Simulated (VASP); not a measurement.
A run of VASP 6.6.1:

The input INCAR:

```
SYSTEM = Ca
PREC = Accurate
ENCUT = 520
EDIFF = 1E-7
ISMEAR = 0
SIGMA = 0.05
LREAL = .False.
LASPH = .True.
NELM = 60
ALGO = Normal
ISIF = 2
LWAVE = .False.
LCHARG = .True.
GGA = PE
LELF = .True.
LVHAR = .True.
NBANDS = 11
```

File KPOINTS:

```
Automatic mesh
0
Gamma
  6 6 6
  0 0 0
```

POSCAR

```
Ca
1.0
   -2.2144248414      2.2144248414      2.2144248414
    2.2144248414     -2.2144248414      2.2144248414
    2.2144248414      2.2144248414     -2.2144248414
Ca
1
Direct
    0.0000000000      0.0000000000      0.0000000000
```

Potentials or basis: VASP PAW PBE potentials, release 64 (Ca_sv).

The run is started by

```sh
$ cat potpaw_PBE.64/Ca_sv/POTCAR > POTCAR
$ mpirun -np 1 vasp_std > vasp.out
```

Hardware: 1 thread of Intel(R) Xeon(R) Platinum 8488C (Sapphire Rapids), with other jobs on the host.

Problem. Estimate the wall time of this run.

Solution. Run time: 14 s on 1 thread of Intel(R) Xeon(R) Platinum 8488C (Sapphire Rapids), on a shared host, peak memory 0.15 GiB. Counts: scf iterations 13, k points 16.
